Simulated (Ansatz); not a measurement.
A series in volume per atom on Mg

All results are calculated (Ansatz 0.2.0). Periodic Kohn-Sham DFT of a crystal at fixed atoms; pressure and stress are positive in compression; the energy is the free energy less that of spherical unpolarised free atoms; site moments are those in the method's own spheres, positive along +z.

Cell of the first row (space group Im-3m, No. 229):
```
CELL_PARAMETERS angstrom
-1.44640 1.44640 1.44640
1.44640 -1.44640 1.44640
1.44640 1.44640 -1.44640
ATOMIC_POSITIONS crystal
Mg 0.00000 0.00000 0.00000
```

Settings of every row: method frozen-core PAW; functional PBEsol; relativity scalar; k mesh 16x16x16; filling fermi-dirac; smearing width 0.05 eV; wave cutoff 420 eV; paw set soft_2.

Atom start moment: 0 on all atoms.

Limits: PAW files made with PBE; all rows lie far from zero pressure; cell far from its zero-pressure volume.

| row | volume per atom (Å³) | pressure (GPa) |
| --- | --- | --- |
| 1 | 12.103 | 75.145 |
| 2 | 12.109 | 75.004 |
| 3 | 12.36 | 69.724 |
| 4 | 12.489 | 67.171 |
| 5 | 12.618 | ? |
| 6 | 12.875 | 60.081 |
| 7 | 13.004 | 57.894 |
| 8 | 13.133 | 55.788 |
| 9 | 13.262 | 53.76 |
| 10 | 13.39 | 51.807 |
| 11 | 13.648 | 48.111 |

Question: what pressure should row 5 give?

Worked fit of pressure. Take u = (V_r/V)^(2/3) − 1 with V_r = 12.939 Å³ an atom, which is twice the finite (Eulerian) strain; such expansions in the strain, on which the Birch-Murnaghan equation of state is built, carry the rest volume and the bulk modulus. The shown rows have u = 0.04553, 0.04519, 0.03099, 0.02388, 0.00331, -0.00334, -0.00987, -0.0163, -0.02258, -0.03494. Least squares give pressure = 58.9864 + 330.022 × u + 541.43 × u² GPa; a straight line predicts inner rows, each left out in turn, worse (root mean square 0.31 against 0.0075 GPa). The rows lie off it by 0.010, -0.002, -0.010, -0.005, -0.004, 0.004, 0.006, 0.009, -0.004, -0.005 (root mean square 0.0065 GPa). The withheld row has u = 0.01689, so the fit gives 58.9864 + 330.022 × (0.01689) + 541.43 × (0.01689)² = 64.715 GPa.

The calculation gave 64.716 GPa. The fit lies 0.001 GPa (0.0037 % of the column's range) below it, one unit of the last digit.
